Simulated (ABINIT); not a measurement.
# AlN (F-43m): Bethe-Salpeter spectra with ABINIT, part 2 of 2

Wanted: excitons and ε₂ of AlN (F-43m), with cost.

ABINIT 10.8.3; PBE and many-body steps on it, plane waves. Known limits of the many-body steps: not at the basis limit; bindings not settled in the k mesh.

So far. Step 10 (Empty states on the mesh, 10×10×10 mesh, 16 bands): On this mesh the gap is 3.325 eV. Step 11 (k mesh (10×10×10)): The lowest state lies at 5.171 eV, 0.349 eV under the direct gap.

## (12) Empty states on the mesh, 12×12×12 mesh, 16 bands

This step: DFT, PBE, plane waves, norm-conserving pseudopotentials.

File run.abi:

```
acell 3*1.0 Angstrom
rprim 
  -0.000000000000 2.183993559600 2.183993559600
  2.183993559600 -0.000000000000 2.183993559600
  2.183993559600 2.183993559600 -0.000000000000
ntypat 2
znucl 13 7
natom 2
typat 1 2
xred 
  0.000000000000 0.000000000000 0.000000000000
  0.750000000000 0.750000000000 0.750000000000
pp_dirpath "pseudos"
pseudos "Al.upf, N.upf"
ecut 36
ngkpt 12 12 12
nshiftk 1
shiftk 0 0 0
kptopt 1
chksymbreak 0
iscf -2
irdden 1
istwfk *1
nband 16
nbdbuf 4
tolwfr 1e-09
nstep 60
prtvol 0
indata_prefix "in"
outdata_prefix "out"
tmpdata_prefix "tmp"
```

The run is started by

```console
$ OMP_NUM_THREADS=1 mpirun -n 4 abinit run.abi > log
```

The job ended after 4.7 s (4 MPI ranks of Arm Neoverse V2, shared host; peak memory 0.26 GiB; 18 s of CPU time).

This step gave:

```yaml
gap: 3.325 eV
k_of_the_valence_top: 0, 0, 0
k_of_the_conduction_bottom: 0.5, 0.5, 0
least_direct_gap: 4.192 eV
k_points_computed: 72
lowest_point_of_the_top_converged_band_above_the_valence_top: 19.09 eV
```

On this mesh the gap is 3.325 eV.

## (13) k mesh (12×12×12)

This step: Bethe-Salpeter equation on PBE with a scissors shift, plane waves, norm-conserving pseudopotentials.

run.abi, as its differences from that of step 12:

```diff
@@ -20,10 +20,21 @@
 chksymbreak 0
-iscf -2
+istwfk *1
+occopt 1
+irdwfk 1
+optdriver 99
+bs_calctype 1
+mbpt_sciss 1.328 eV
+bs_loband 2
+nband 5
+bs_exchange_term 1
+bs_coulomb_term 21
+bs_coupling 0
+bs_algorithm 1
+bs_freq_mesh 0 9 0.05 eV
+zcut 0.1 eV
+ecuteps 3
+ecutwfn 18
+inclvkb 2
+mdf_epsinf 4.54
 irdden 1
-istwfk *1
-nband 16
-nbdbuf 4
-tolwfr 1e-09
-nstep 60
-prtvol 0
 indata_prefix "in"
```

Elapsed: 8.6 min, on 4 MPI ranks; peak memory 0.8 GiB; 34 min of CPU time.

Numbers from this step:

| Quantity | Value |
| --- | --- |
| direct gap of the transition levels | 5.520 eV |
| transitions in the window | 5184 |
| first strong exciton (over a fiftieth of the strongest listed) | 5.225 eV |
| lowest state | 5.225 eV |
| binding of the lowest state below the direct gap | 0.2946 eV |
| Coulomb term of one mesh cell | 0.2727 eV |

The binding is 1.1 times the screened Coulomb term of one mesh cell (0.27 eV), so it is not shown settled.

The lowest state lies at 5.225 eV, 0.295 eV under the direct gap.

The window of bands is narrower than in the first exciton run, so this row is not like for like with it.

## (14) Triplet (no exchange term)

run.abi, as its differences from that of step 13:

```diff
@@ -15,3 +15,3 @@
 ecut 36
-ngkpt 12 12 12
+ngkpt 6 6 6
 nshiftk 1
@@ -27,5 +27,5 @@
 bs_loband 2
-nband 5
-bs_exchange_term 1
-bs_coulomb_term 21
+nband 6
+bs_exchange_term 0
+bs_coulomb_term 11
 bs_coupling 0
@@ -37,4 +37,3 @@
 inclvkb 2
-mdf_epsinf 4.54
-irdden 1
+irdscr 1
 indata_prefix "in"
```

The job ended after 15 s (4 MPI ranks; peak memory 0.28 GiB; 60 s of CPU time).

The lowest triplet lies at 4.914 eV; without spin-orbit coupling triplets are dark, so no spectrum is read.

## (15) Window without empty bands

run.abi, as its differences from that of step 14:

```diff
@@ -27,4 +27,4 @@
 bs_loband 2
-nband 6
-bs_exchange_term 0
+nband 4
+bs_exchange_term 1
 bs_coulomb_term 11
@@ -33,3 +33,3 @@
 bs_freq_mesh 0 9 0.05 eV
-zcut 0.1 eV
+zcut 0.15 eV
 ecuteps 3
```

Elapsed: 1.5 s, on 4 MPI ranks; peak memory 0.06 GiB.

The run stopped with an error after 1.5 s.

The program's words: BSp%nbnds cannot be smaller than homo while BSp%nbnds = 4 and Dtset%nelect =     8.00

The fault put into this input: window without empty bands.

## (16) The runs together

Times are wall times on 4 MPI ranks of Arm Neoverse V2, shared host, good to a factor of about two.

```tsv
run	mesh	transitions	broadening (eV)	direct gap (eV)	lowest state (eV)	binding (eV)	mesh cell's term (eV)	tallest peak (eV)	height	time
excitons	6×6×6	1296	0.1	5.520	4.928	0.592	0.570	6.30	17.8	15 s
model screening	6×6×6	648	0.1	5.520	4.956	0.564	0.545	6.35	14.8	4.4 s
k mesh (8×8×8)	8×8×8	1536	0.1	5.520	5.090	0.430	0.409	7.45	11.2	23 s
k mesh (10×10×10)	10×10×10	3000	0.1	5.520	5.171	0.349	0.327	6.95	9.31	2 min
k mesh (12×12×12)	12×12×12	5184	0.1	5.520	5.225	0.295	0.273	7.60	8.36	8.6 min
triplet (no exchange term)	6×6×6	1296	0.1	5.520	4.914	0.606	0.570	-	-	15 s
```

## (17) Summary of results

| Item | Value |
| --- | --- |
| excitons | lowest state 4.928 eV (not settled in the k mesh) |
| model screening | lowest state 4.956 eV (not settled in the k mesh) |
| k mesh (8×8×8) | lowest state 5.090 eV (not settled in the k mesh) |
| k mesh (10×10×10) | lowest state 5.171 eV (not settled in the k mesh) |
| k mesh (12×12×12) | lowest state 5.225 eV (not settled in the k mesh) |
| triplet (no exchange term) | lowest state 4.914 eV (not settled in the k mesh) |

In words: On the 6×6×6 mesh the lowest exciton lies at 4.928 eV, 0.592 eV below the direct gap; one cell of the mesh carries a screened Coulomb term of 0.57 eV, so this binding is not shown settled. Between the two densest meshes the binding falls by 0.99 of the fall in the mesh cell's term (the screened Coulomb energy of a charge repeated on the supercell that the mesh stands for). The binding is still 1.1 times that term, so the mesh does not resolve the exciton and no limit can be drawn. Model screening, against «excitons (6×6×6)»: the lowest state moves by +0.028 eV (keys changed: nband, bs_coulomb_term, irdscr, mdf_epsinf and irdden). k mesh (8×8×8), against «model screening (6×6×6)»: the lowest state moves by +0.134 eV (keys changed: ngkpt). k mesh (10×10×10), against «k mesh (8×8×8)»: the lowest state moves by +0.081 eV (keys changed: ngkpt). k mesh (12×12×12), against «k mesh (10×10×10)»: the lowest state moves by +0.054 eV (keys changed: ngkpt). Triplet (no exchange term), against «excitons (6×6×6)»: the lowest state moves by −0.014 eV (keys changed: bs_exchange_term). Triplets are dark. A rigid shift treats all transitions alike. In the G0W0 table the openings from the upper filled bands to the empty bands at the same k run from +1.33 to +1.65 eV (median +1.35), where the shift is +1.33 eV, so peaks stand off by such differences. Lines within a few meV of each other can be one level split by numerical noise, or distinct levels. Screening is static and electronic alone, and only transitions inside the band window count.

[Paths, hosts, dates, memory and timing lines, banners, echoed tables and standing remarks are left out of the program output.]

[Logs are printed without paths, hosts, clocks, repeated set-up lines and the standing remarks that a program may print on its own settings, such as how far it seeks lower states.]

[Runs of the session that timed out or met a known fault of the program may be left out.]

[Hosts, paths, dates, database ids (printed as entryN), source tags and the programs' standing remarks are cut or masked in the printed files.]

[G0W0 gaps are taken among the corrected bands and points alone; a level outside them can change the order at an edge.]

[Where Ansatz stands beside ABINIT at settings called matched, ABINIT's density can come from a denser mesh and the files from another edition; pairs whose starting gaps differed by over 0.03 eV were left out, so agreement reads better than it is.]
